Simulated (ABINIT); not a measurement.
# Sb (P-1) in ABINIT: reference runs

How does Sb come out in PBE? The cell is run as given.

Program: ABINIT 10.8.3 (patched build). These are calculated values, not measurements. Logs are shortened: lines on timing, memory, paths and dates and some standing lists are left out, and cuts for length are marked. The log counts tension as positive stress, the text compression.

## Step 1: The crystal as given

The typed cell holds 1 atom: a = 3.520 Å, b = 3.489 Å, c = 3.551 Å, α = 126.62°, β = 127.33°, γ = 78.30°.

This isn't the form of Sb at room conditions, which is rhombohedral.

## Step 2: Single point, PBE

run.abi

```
# Pseudopotentials
pp_dirpath "./"
pseudos "Sb.GGA_PBE-JTH.xml"

# Structure
structure "poscar:POSCAR"
natom 1
chkprim 0
chksymtnons 0
tolsym 1.0e-6

# Plane-wave basis
ecut 435.382180 eV
pawecutdg 32.0
pawxcdev 0

# k points
kptopt 1
ngkpt 10 10 12
nshiftk 1
shiftk 0.0 0.0 0.0

# Exchange and correlation
ixc 11

# Bands and occupations
nband 12
occopt 3
tsmear 0.05 eV

# SCF cycle
nstep 100
tolvrs 1.0e-9

# Output
iomode 3
prtwf 0
prtden 0
prteig 0
prtebands 0
```

POSCAR

```
Sb
1.0
   -1.5948718800      1.5512544700      2.7276667100
    1.5472171300     -1.5649253900      2.7079107700
    1.6154168300      1.5854703400     -2.7356140700
Sb
1
Direct
    0.0000000000      0.0000000000      0.0000000000  Sb
```

Potentials or basis: JTH PAW PBE v2.0.

Started as:

```
abinit run.abi > log 2>&1
```

run.abo:

```text
.Version 10.8.3 of ABINIT
 Symmetries : space group P-1 (#  2); Bravais aP (primitive triclinic)
================================================================================
 Values of the parameters that define the memory need of the present run
     intxc =       0    ionmov =       0      iscf =      17    lmnmax =      18
     lnmax =       6     mgfft =      27  mpssoang =       3    mqgrid =    3001
     natom =       1  nloc_mem =       2    nspden =       1   nspinor =       1
    nsppol =       1      nsym =       2    n1xccc =       1    ntypat =       1
    occopt =       3   xclevel =       2
       mpw =         572          nfft =       15552          nkpt =         604
 PAW method is used; the additional fine FFT grid is defined by:
   mgfftf=        36    nfftf =     46656
================================================================================
================================================================================

--------------------------------------------------------------------------------
------------- Echo of variables that govern the present computation ------------
--------------------------------------------------------------------------------
 -outvars: echo values of preprocessed input variables --------
            acell      1.0000000000E+00  1.0000000000E+00  1.0000000000E+00 Bohr
              amu      1.21753000E+02
          chkprim           0
      chksymtnons           0
             ecut      1.60000000E+01 Hartree
                       outvar_i_n : Printing only first  50 k-points.
              ixc          11
                       outvar_i_n : Printing only first  50 k-points.
         kptrlatt       10    0    0      0   10    0      0    0   12
          kptrlen      6.48535113E+01
            natom           1
            nband          12
            ngfft          24      24      27
          ngfftdg          36      36      36
             nkpt         604
            nstep         100
             nsym           2
           ntypat           1
                       prtocc : prtvol=0, do not print more k-points.
           occopt           3
        pawecutdg      3.20000000E+01 Hartree
         pawxcdev           0
           prtden           0
        prtebands           0
           prteig           0
            prtwf           0
            rprim     -3.0138710591E+00  2.9314460999E+00  5.1545430447E+00
                       2.9238166330E+00 -2.9572803946E+00  5.1172097287E+00
                       3.0526953879E+00  2.9961047233E+00 -5.1695613785E+00
          spgroup           2
           tolsym      1.00000000E-06
           tolvrs      1.00000000E-09
           tsmear      1.83746611E-03 Hartree
            typat      1
           useylm           1
                       outvars : Printing only first  50 k-points.
            znucl       51.00000

================================================================================

 chkinp: Checking input parameters for consistency.

================================================================================
== DATASET  1 ==================================================================

--- !DatasetInfo
iteration_state: {dtset: 1, }
dimensions: {natom: 1, nkpt: 604, mband: 12, nsppol: 1, nspinor: 1, nspden: 1, mpw: 572, }
cutoff_energies: {ecut:  16.0, pawecutdg:  32.0, }
electrons: {nelect:   1.50000000E+01, charge:   0.00000000E+00, occopt:   3.00000000E+00, tsmear:   1.83746611E-03, }
meta: {optdriver: 0, ionmov: 0, optcell: 0, iscf: 17, paral_kgb: 0, }
...

 Exchange-correlation functional for the present dataset will be:
  GGA: Perdew-Burke-Ernzerhof functional - ixc=11
  J.P.Perdew, K.Burke, M.Ernzerhof, PRL 77, 3865 (1996)

 Real(R)+Recip(G) space primitive vectors, cartesian coordinates (Bohr,Bohr^-1):
 R(1)= -3.0138711  2.9314461  5.1545430  G(1)= -0.0002411  0.1689531  0.0977772
 R(2)=  2.9238166 -2.9572804  5.1172097  G(2)=  0.1681929 -0.0008512  0.0988268
 R(3)=  3.0526954  2.9961047 -5.1695614  G(3)=  0.1662493  0.1676196  0.0018791
 Unit cell volume ucvol=  1.8192114E+02 bohr^3
 Angles (23,13,12)=  1.26615443E+02  1.27329302E+02  7.82983623E+01 degrees

 Coarse grid specifications (used for wave-functions):

 getcut: wavevector=  0.0000  0.0000  0.0000  ngfft=  24  24  27
         ecut(hartree)=     16.000   => boxcut(ratio)=   2.00533

 Fine grid specifications (used for densities):

 getcut: wavevector=  0.0000  0.0000  0.0000  ngfft=  36  36  36
         ecut(hartree)=     32.000   => boxcut(ratio)=   2.10850

--- Pseudopotential description ------------------------------------------------
- pspini: atom type   1  psp file is ./Sb.GGA_PBE-JTH.xml
 Pseudopotential format is: paw10
 basis_size (lnmax)=  6 (lmn_size= 18), orbitals=   0   0   1   1   2   2
 Spheres core radius: rc_sph= 2.40089151
 Shapefunction is BESSEL type: shapef(r,l)=aa(1,l)*jl(q(1,l)*r)+aa(2,l)*jl(q(2,l)*r)
 Radius for shape functions =  2.00542650
 Compensation charge density is not taken into account in XC energy/potential

   3.83764456E+02                                ecore*ucvol(ha*bohr**3)
--------------------------------------------------------------------------------

[... 7 lines left out ...]

     iter   Etot(hartree)      deltaE(h)  residm     nres2
 ETOT  1  -82.050142287552    -8.205E+01 3.537E+01 5.745E-01
 ETOT  2  -82.604556768601    -5.544E-01 7.770E-02 2.224E-01
 ETOT  3  -82.603549293619     1.007E-03 3.149E-02 4.265E-02
 ETOT  4  -82.603426800108     1.225E-04 8.420E-03 2.437E-03
 ETOT  5  -82.603432866962    -6.067E-06 3.456E-03 6.983E-05
 ETOT  6  -82.603432980638    -1.137E-07 1.165E-03 1.744E-05
 ETOT  7  -82.603432878469     1.022E-07 2.380E-03 1.594E-06
 ETOT  8  -82.603432880370    -1.901E-09 5.994E-04 2.330E-08
 ETOT  9  -82.603432881239    -8.693E-10 9.836E-04 1.524E-08
 ETOT 10  -82.603432881070     1.694E-10 3.003E-04 1.548E-10

 At SCF step   10       nres2   =  1.55E-10 < tolvrs=  1.00E-09 =>converged.

 Cartesian components of stress tensor (hartree/bohr^3)
  sigma(1 1)= -4.56806955E-05  sigma(3 2)=  5.49498316E-06
  sigma(2 2)= -8.03095747E-05  sigma(3 1)= -5.65507099E-07
  sigma(3 3)= -4.81719769E-05  sigma(2 1)= -3.19807307E-05

--- !ResultsGS
iteration_state: {dtset: 1, }
comment   : Summary of ground state results
lattice_vectors:
- [ -3.0138711,   2.9314461,   5.1545430, ]
- [  2.9238166,  -2.9572804,   5.1172097, ]
- [  3.0526954,   2.9961047,  -5.1695614, ]
lattice_lengths: [   6.65177,    6.59394,    6.70969, ]
lattice_angles: [126.615, 127.329,  78.298, ] # degrees, (23, 13, 12)
lattice_volume:   1.8192114E+02
convergence: {deltae:  1.694E-10, res2:  1.548E-10, residm:  3.003E-04, diffor: null, }
etotal    :  -8.26034329E+01
entropy   :   0.00000000E+00
fermie    :   2.96639449E-01
cartesian_stress_tensor: # hartree/bohr^3
- [ -4.56806955E-05,  -3.19807307E-05,  -5.65507099E-07, ]
- [ -3.19807307E-05,  -8.03095747E-05,   5.49498316E-06, ]
- [ -5.65507099E-07,   5.49498316E-06,  -4.81719769E-05, ]
pressure_GPa:   1.7080E+00
xred      :
- [  0.0000E+00,   0.0000E+00,   0.0000E+00, Sb]
cartesian_forces: # hartree/bohr
- [ -0.00000000E+00,  -0.00000000E+00,  -0.00000000E+00, ]
force_length_stats: {min:   0.00000000E+00, max:   0.00000000E+00, mean:   0.00000000E+00, }
...

 Integrated electronic density in atomic spheres:
 ------------------------------------------------
 Atom  Sphere_radius  Integrated_density
    1        2.40089         12.37296671

================================================================================

 ----iterations are completed or convergence reached----

 Mean square residual over all n,k,spin=   38.601E-08; max=  30.030E-05
 reduced coordinates (array xred) for    1 atoms
       0.000000000000      0.000000000000      0.000000000000
 rms dE/dt=  0.0000E+00; max dE/dt=  0.0000E+00; dE/dt below (all hartree)
    1       0.000000000000      0.000000000000      0.000000000000

 cartesian coordinates (angstrom) at end:
    1      0.00000000000000     0.00000000000000     0.00000000000000

 cartesian forces (hartree/bohr) at end:
    1     -0.00000000000000    -0.00000000000000    -0.00000000000000
 frms,max,avg= 0.0000000E+00 0.0000000E+00   0.000E+00  0.000E+00  0.000E+00 h/b

 cartesian forces (eV/Angstrom) at end:
    1     -0.00000000000000    -0.00000000000000    -0.00000000000000
 frms,max,avg= 0.0000000E+00 0.0000000E+00   0.000E+00  0.000E+00  0.000E+00 e/A
 length scales=  1.000000000000  1.000000000000  1.000000000000 bohr
              =  0.529177210544  0.529177210544  0.529177210544 angstroms
 Fermi (or HOMO) energy (hartree) =   0.29664   Average Vxc (hartree)=  -0.36326
 Eigenvalues (hartree) for nkpt= 604  k points:
 kpt#   1, nband= 12, wtk=  0.00083, kpt=  0.0000  0.0000  0.0000 (reduced coord)
  -0.78167   -0.78039   -0.77902   -0.77894   -0.77679   -0.17823    0.46650    0.49339
   0.50162    0.66052    0.69141    0.70391
      occupation numbers for kpt#   1
   2.00000    2.00000    2.00000    2.00000    2.00000    2.00000    0.00000    0.00000
   0.00000    0.00000    0.00000    0.00000
 prteigrs : prtvol=0 or 1, do not print more k-points.

--- !EnergyTerms
iteration_state     : {dtset: 1, }
comment             : Components of total free energy in Hartree
kinetic             :  4.11119714842293E+00
hartree             :  2.15068128003306E+01
xc                  : -2.35363336074302E+00
Ewald energy        : -5.72559271350937E+01
psp_core            :  2.10950995389707E+00
local_psp           : -6.65888965840749E+01
PAW spherical_terms :  1.58677063554338E+01
internal            : -8.26032308218273E+01
'-kT*entropy'       : -2.02448719848276E-04
total_energy        : -8.26034332705471E+01
total_energy_eV     : -2.24775392796898E+03
...

--- !EnergyTermsDC
iteration_state     : {dtset: 1, }
comment             : '"Double-counting" decomposition of free energy'
band_energy         : -7.27977551550434E+00
Ewald energy        : -5.72559271350937E+01
psp_core            :  2.10950995389707E+00
xc_dc               : -2.11856269504505E+01
PAW spherical_terms :  1.00858921480175E+00
internal            : -8.26032304323497E+01
'-kT*entropy'       : -2.02448719848276E-04
total_energy_dc     : -8.26034328810696E+01
total_energy_dc_eV  : -2.24775391737075E+03
...

--- !EnergyTermsWithPAWCore
iteration_state     : {dtset: 1, }
comment             : 'Components of total free energy, including PAW core contributions'
Total energy        : -6.48159021185710E+03
Total energy DC     : -6.48159021146762E+03
Total energy (eV)   : -1.76373054743013E+05
Total energy DC (eV): -1.76373054732415E+05
...

 Cartesian components of stress tensor (hartree/bohr^3)
  sigma(1 1)= -4.56806955E-05  sigma(3 2)=  5.49498316E-06
  sigma(2 2)= -8.03095747E-05  sigma(3 1)= -5.65507099E-07
  sigma(3 3)= -4.81719769E-05  sigma(2 1)= -3.19807307E-05

-Cartesian components of stress tensor (GPa)         [Pressure=  1.7080E+00 GPa]
- sigma(1 1)= -1.34397246E+00  sigma(3 2)=  1.61667986E-01
- sigma(2 2)= -2.36278926E+00  sigma(3 1)= -1.66377933E-02
- sigma(3 3)= -1.41726849E+00  sigma(2 1)= -9.40905581E-01

== END DATASET(S) ==============================================================
================================================================================

 -outvars: echo values of variables after computation  --------
            acell      1.0000000000E+00  1.0000000000E+00  1.0000000000E+00 Bohr
           etotal     -8.2603432881E+01
            fcart     -0.0000000000E+00 -0.0000000000E+00 -0.0000000000E+00
            rprim     -3.0138710591E+00  2.9314460999E+00  5.1545430447E+00
                       2.9238166330E+00 -2.9572803946E+00  5.1172097287E+00
                       3.0526953879E+00  2.9961047233E+00 -5.1695613785E+00
           strten     -4.5680695530E-05 -8.0309574734E-05 -4.8171976922E-05
                       5.4949831627E-06 -5.6550709855E-07 -3.1980730688E-05
 Calculation completed.
```

Wall time 2.9 min (1 thread of Arm Neoverse N1, shared host); peak memory 0.24 GiB.

What came out:

```
Free energy                                           : -2247.7539 eV
Pressure                                              : 1.7 GPa
Band gap on the k mesh                                : none (metal or under the smearing width)
Valence electrons inside the program's atomic spheres : Sb 12.37 (radii [1.2705] Å)
```

Stress tensor (GPa, compression positive):
```
 1.34  0.94  0.02
 0.94  2.36 -0.16
 0.02 -0.16  1.42
```

Levels at points of the mesh, in eV from the Fermi level:
```tsv
k point	band 5	band 6	band 7	band 8	band 9	band 10	band 11	band 12
(0.00, 0.00, 0.00)	-29.21	-12.92	4.62	5.35	5.58	9.90	10.74	11.08
(0.50, 0.00, 0.00)	-29.19	-9.01	-5.76	1.73	5.31	6.19	10.50	10.51
(0.00, 0.50, 0.00)	-29.20	-9.04	-5.75	1.57	5.41	5.99	10.61	10.64
(0.50, 0.50, 0.00)	-29.14	-6.53	-4.29	-1.10	0.54	3.43	4.40	16.19
(0.00, 0.00, 0.50)	-29.14	-6.66	-4.43	-0.95	0.74	3.59	4.54	15.54
(0.50, 0.00, 0.50)	-29.20	-9.23	-5.80	1.96	5.59	6.41	10.67	10.89
(0.00, 0.50, 0.50)	-29.19	-9.06	-5.78	1.84	5.38	6.30	10.51	10.71
(0.50, 0.50, 0.50)	-29.20	-9.26	-5.65	2.06	2.30	6.03	6.31	21.37
```

The run has no spin-orbit coupling, so splittings on Sb are missing.
